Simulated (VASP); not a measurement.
# CdSe (Cadmoselite) (P6_3mc) in VASP: a series of runs, part 2 of 2

VASP 6.6.1.

## 5. Equation of state, PBE, 28.66 Å³/atom (volume scaled by 1.02)

INCAR

```
SYSTEM = CdSe
PREC = Accurate
ENCUT = 520
EDIFF = 1E-7
ISMEAR = -1
SIGMA = 0.05
LREAL = .FALSE.
LASPH = .TRUE.
NELM = 60
ALGO = Normal
ISIF = 2
LWAVE = .FALSE.
LCHARG = .FALSE.
GGA = PE
NBANDS = 26
```

KPOINTS

```
Automatic mesh
0
G
  7 7 4
  0 0 0
```

POSCAR

```
CdSe
1.0
    4.3284776511      0.0000000000      0.0000000000
   -2.1642388256      3.7485716056      0.0000000000
    0.0000000000      0.0000000000      7.0664914211
Cd Se
2 2
Direct
    0.6666666667      0.3333333333      0.5000000000
    0.3333333333      0.6666666667      0.0000000000
    0.6666666667      0.3333333333      0.8850000000
    0.3333333333      0.6666666667      0.3850000000
```

The run is started by

```bash
> cat potpaw_PBE.64/Cd/POTCAR potpaw_PBE.64/Se/POTCAR > POTCAR
> mpirun -np 1 vasp_std > vasp.out
```

Wall time 51 s (1 thread of Intel Xeon Platinum 8488C (Sapphire Rapids), shared host); peak memory 0.24 GiB.

It converged, with:

- Free energy: -10.9431 eV
- Pressure: 2.2 GPa
- Largest force: 0.271 eV/Å
- Band gap on the k mesh: 0.66 eV, direct

## 6. Equation of state, PBE, 29.23 Å³/atom (volume scaled by 1.04)

INCAR

```
SYSTEM = CdSe
  ALGO = Normal
  EDIFF = 1E-7
  ENCUT = 520
  GGA = PE
  ISIF = 2
  ISMEAR = -1
  LASPH = .TRUE.
  LCHARG = .FALSE.
  LREAL = .FALSE.
  LWAVE = .FALSE.
  NBANDS = 26
  NELM = 60
  PREC = Accurate
  SIGMA = 0.05
```

KPOINTS

```
k-points
0
G
  7 7 4
  0 0 0
```

POSCAR

```
CdSe
1.0
    4.3565854364      0.0000000000      0.0000000000
   -2.1782927182      3.7729136617      0.0000000000
    0.0000000000      0.0000000000      7.1123790148
Cd Se
2 2
Direct
    0.6666666667      0.3333333333      0.5000000000
    0.3333333333      0.6666666667      0.0000000000
    0.6666666667      0.3333333333      0.8850000000
    0.3333333333      0.6666666667      0.3850000000
```

Potentials or basis: VASP PAW PBE potentials, release 64 (Cd, Se).

The run is started by

```bash
> cat potpaw_PBE.64/Cd/POTCAR potpaw_PBE.64/Se/POTCAR > POTCAR
> mpirun -np 1 vasp_std > vasp.out
```

Wall time 59 s (1 thread of Intel Xeon Platinum 8488C (Sapphire Rapids), shared host); peak memory 0.25 GiB.

The run converged. Its results:

- Free energy: -10.9669 eV
- Pressure: 1.2 GPa
- Largest force: 0.252 eV/Å
- Band gap on the k mesh: 0.62 eV, direct

## 7. Equation of state, PBE, 29.79 Å³/atom (volume scaled by 1.06)

INCAR

```
PREC     = Accurate       # precision mode
ENCUT    = 520            # plane-wave cutoff, eV
EDIFF    = 1E-7           # SCF threshold, eV
ISMEAR   = -1             # smearing method
SIGMA    = 0.05           # smearing width, eV
LREAL    = False          # projectors in reciprocal space
LASPH    = True           # aspherical terms in the spheres
NELM     = 100            # most SCF steps
ALGO     = Normal         # electronic algorithm
ISIF     = 2              # what is computed and relaxed
LWAVE    = False          # write WAVECAR
LCHARG   = False          # write CHGCAR
GGA      = PE             # functional
NBANDS   = 26             # bands
```

KPOINTS

```
regular mesh
0
Gamma
  7 7 4
```

POSCAR

```
CdSe
1.0
    4.3843351364      0.0000000000      0.0000000000
   -2.1921675682      3.7969456069      0.0000000000
    0.0000000000      0.0000000000      7.1576820134
Cd Se
2 2
Direct
    0.6666666667      0.3333333333      0.5000000000
    0.3333333333      0.6666666667      0.0000000000
    0.6666666667      0.3333333333      0.8850000000
    0.3333333333      0.6666666667      0.3850000000
```

The run is started by

```bash
> cat potpaw_PBE.64/Cd/POTCAR potpaw_PBE.64/Se/POTCAR > POTCAR
> mpirun -np 1 vasp_std > vasp.out
```

Wall time 68 s (1 thread of Intel Xeon Platinum 8488C (Sapphire Rapids), shared host); peak memory 0.27 GiB.

It converged, with:

```
Free energy            : -10.9773 eV
Pressure               : 0.3 GPa
Largest force          : 0.234 eV/Å
Band gap on the k mesh : 0.57 eV, direct
```

## 8. Equation of state, PBE

Potentials or basis: VASP PAW PBE potentials, release 64 (Cd, Se).

This step only gathers the single runs of the series.

Results:

```yaml
Equilibrium_volume: "29.98 Å³/atom (rough: see the caveat)"
Bulk_modulus_at_fixed_shape_and_positions: 44 GPa (rough)
```

Energy against volume, from the lowest point:
| volume (Å³/atom) | energy (meV/atom) |
| --- | --- |
| 26.416 | 74.47 |
| 26.978 | 50.72 |
| 27.540 | 32.16 |
| 28.102 | 18.27 |
| 28.665 | 8.55 |
| 29.227 | 2.59 |
| 29.789 | 0.00 |

Caveat: the minimum lies outside the volumes run; the cell was scaled at fixed shape and fractional positions, which overstates the stiffness of a crystal with free parameters, most of all of layers and chains.

## 9. Equation of state, PBEsol, 26.42 Å³/atom (volume scaled by 0.94)

INCAR

```
PREC = Accurate
ENCUT = 520
EDIFF = 1E-7
ISMEAR = -1
SIGMA = 0.05
LREAL = False
LASPH = True
NELM = 80
ALGO = Normal
ISIF = 2
LWAVE = False
LCHARG = False
GGA = PS
NBANDS = 26
```

KPOINTS is that of step 7.

POSCAR

```
CdSe
1.0
    4.2122202675      0.0000000000      0.0000000000
   -2.1061101337      3.6478897580      0.0000000000
    0.0000000000      0.0000000000      6.8766944832
Cd Se
2 2
Direct
    0.6666666667      0.3333333333      0.5000000000
    0.3333333333      0.6666666667      0.0000000000
    0.6666666667      0.3333333333      0.8850000000
    0.3333333333      0.6666666667      0.3850000000
```

Potentials or basis: VASP PAW PBE potentials, release 64 (Cd, Se).

The run is started by

```bash
> cat potpaw_PBE.64/Cd/POTCAR potpaw_PBE.64/Se/POTCAR > POTCAR
> mpirun -np 1 vasp_std > vasp.out
```

It took 53 s on 1 thread of Intel Xeon Platinum 8488C (Sapphire Rapids), shared host; peak memory 0.24 GiB.

It converged, with:

```
Free energy            : -12.2327 eV
Pressure               : 4.4 GPa
Largest force          : 0.344 eV/Å
Band gap on the k mesh : 0.71 eV, direct
```

Caveat: the PAW data sets were made with another functional, which shifts forces and pressure a little.

## 10. Equation of state, PBEsol, 26.98 Å³/atom (volume scaled by 0.96)

INCAR is that of step 9.

KPOINTS is that of step 9.

POSCAR

```
CdSe
1.0
    4.2418847678      0.0000000000      0.0000000000
   -2.1209423839      3.6735799689      0.0000000000
    0.0000000000      0.0000000000      6.9251235047
Cd Se
2 2
Direct
    0.6666666667      0.3333333333      0.5000000000
    0.3333333333      0.6666666667      0.0000000000
    0.6666666667      0.3333333333      0.8850000000
    0.3333333333      0.6666666667      0.3850000000
```

The run is started by

```bash
> cat potpaw_PBE.64/Cd/POTCAR potpaw_PBE.64/Se/POTCAR > POTCAR
> mpirun -np 1 vasp_std > vasp.out
```

Run time: 48 s. Hardware: 1 thread of Intel Xeon Platinum 8488C (Sapphire Rapids), shared host; peak memory 0.24 GiB.

It converged, with:

| Quantity | Value |
| --- | --- |
| Free energy | -12.2837 eV |
| Pressure | 2.9 GPa |
| Largest force | 0.319 eV/Å |
| Band gap on the k mesh | 0.66 eV, direct |

Caveat: the PAW data sets were made with another functional, which shifts forces and pressure a little.

## 11. Equation of state, PBEsol, 27.54 Å³/atom (volume scaled by 0.98)

INCAR is that of step 10.

KPOINTS is that of step 10.

POSCAR

```
CdSe
1.0
    4.2711400700      0.0000000000      0.0000000000
   -2.1355700350      3.6989158038      0.0000000000
    0.0000000000      0.0000000000      6.9728844864
Cd Se
2 2
Direct
    0.6666666667      0.3333333333      0.5000000000
    0.3333333333      0.6666666667      0.0000000000
    0.6666666667      0.3333333333      0.8850000000
    0.3333333333      0.6666666667      0.3850000000
```

The run is started by

```bash
> cat potpaw_PBE.64/Cd/POTCAR potpaw_PBE.64/Se/POTCAR > POTCAR
> mpirun -np 1 vasp_std > vasp.out
```

Run time: 55 s. Hardware: 1 thread of Intel Xeon Platinum 8488C (Sapphire Rapids), shared host; peak memory 0.25 GiB.

It converged, with:

```
Free energy            : -12.3156 eV
Pressure               : 1.6 GPa
Largest force          : 0.296 eV/Å
Band gap on the k mesh : 0.62 eV, direct
```

Caveat: the PAW data sets were made with another functional, which shifts forces and pressure a little.

## 12. Equation of state, PBEsol, 28.66 Å³/atom (volume scaled by 1.02)

INCAR is that of step 11.

KPOINTS is that of step 11.

POSCAR

```
CdSe
1.0
    4.3284776511      0.0000000000      0.0000000000
   -2.1642388256      3.7485716056      0.0000000000
    0.0000000000      0.0000000000      7.0664914211
Cd Se
2 2
Direct
    0.6666666667      0.3333333333      0.5000000000
    0.3333333333      0.6666666667      0.0000000000
    0.6666666667      0.3333333333      0.8850000000
    0.3333333333      0.6666666667      0.3850000000
```

Potentials or basis: VASP PAW PBE potentials, release 64 (Cd, Se).

The run is started by

```bash
> cat potpaw_PBE.64/Cd/POTCAR potpaw_PBE.64/Se/POTCAR > POTCAR
> mpirun -np 1 vasp_std > vasp.out
```

It took 48 s on 1 thread of Intel Xeon Platinum 8488C (Sapphire Rapids), shared host; peak memory 0.25 GiB.

It converged, with:

- Free energy: -12.3304 eV
- Pressure: -0.5 GPa
- Largest force: 0.254 eV/Å
- Band gap on the k mesh: 0.54 eV, direct

Caveat: the PAW data sets were made with another functional, which shifts forces and pressure a little.

## 13. Equation of state, PBEsol, 29.23 Å³/atom (volume scaled by 1.04)

INCAR is that of step 12.

KPOINTS is that of step 12.

POSCAR

```
CdSe
1.0
    4.3565854364      0.0000000000      0.0000000000
   -2.1782927182      3.7729136617      0.0000000000
    0.0000000000      0.0000000000      7.1123790148
Cd Se
2 2
Direct
    0.6666666667      0.3333333333      0.5000000000
    0.3333333333      0.6666666667      0.0000000000
    0.6666666667      0.3333333333      0.8850000000
    0.3333333333      0.6666666667      0.3850000000
```

The run is started by

```bash
> cat potpaw_PBE.64/Cd/POTCAR potpaw_PBE.64/Se/POTCAR > POTCAR
> mpirun -np 1 vasp_std > vasp.out
```

It took 45 s on 1 thread of Intel Xeon Platinum 8488C (Sapphire Rapids), shared host; peak memory 0.25 GiB.

Results (log left out):

* Free energy: -12.3167 eV
* Pressure: -1.4 GPa
* Largest force: 0.236 eV/Å
* Band gap on the k mesh: 0.50 eV, direct

Caveat: the PAW data sets were made with another functional, which shifts forces and pressure a little.

## 14. Equation of state, PBEsol, 29.79 Å³/atom (volume scaled by 1.06)

INCAR is that of step 13.

KPOINTS is that of step 13.

POSCAR

```
CdSe
1.0
    4.3843351364      0.0000000000      0.0000000000
   -2.1921675682      3.7969456069      0.0000000000
    0.0000000000      0.0000000000      7.1576820134
Cd Se
2 2
Direct
    0.6666666667      0.3333333333      0.5000000000
    0.3333333333      0.6666666667      0.0000000000
    0.6666666667      0.3333333333      0.8850000000
    0.3333333333      0.6666666667      0.3850000000
```

The run is started by

```bash
> cat potpaw_PBE.64/Cd/POTCAR potpaw_PBE.64/Se/POTCAR > POTCAR
> mpirun -np 1 vasp_std > vasp.out
```

Wall time 52 s (1 thread of Intel Xeon Platinum 8488C (Sapphire Rapids), shared host); peak memory 0.27 GiB.

The run converged. Its results:

```
Free energy            : -12.2909 eV
Pressure               : -2.2 GPa
Largest force          : 0.218 eV/Å
Band gap on the k mesh : 0.46 eV, direct
```

Caveat: the PAW data sets were made with another functional, which shifts forces and pressure a little.

## 15. Equation of state, PBEsol

Potentials or basis: VASP PAW PBE potentials, release 64 (Cd, Se).

This step only gathers the single runs of the series.

What came out:

```
Equilibrium volume                        : 28.37 Å³/atom
Bulk modulus at fixed shape and positions : 52 GPa
Pressure derivative of the bulk modulus   : 4.7
```

Energy against volume, from the lowest point:
```tsv
volume (Å³/atom)	energy (meV/atom)
26.416	24.49
26.978	11.74
27.540	3.74
28.102	0.00
28.665	0.05
29.227	3.48
29.789	9.93
```

Caveat: the cell was scaled at fixed shape and fractional positions, which overstates the stiffness of a crystal with free parameters, most of all of layers and chains; the PAW data sets were made with another functional, which shifts forces and pressure a little.
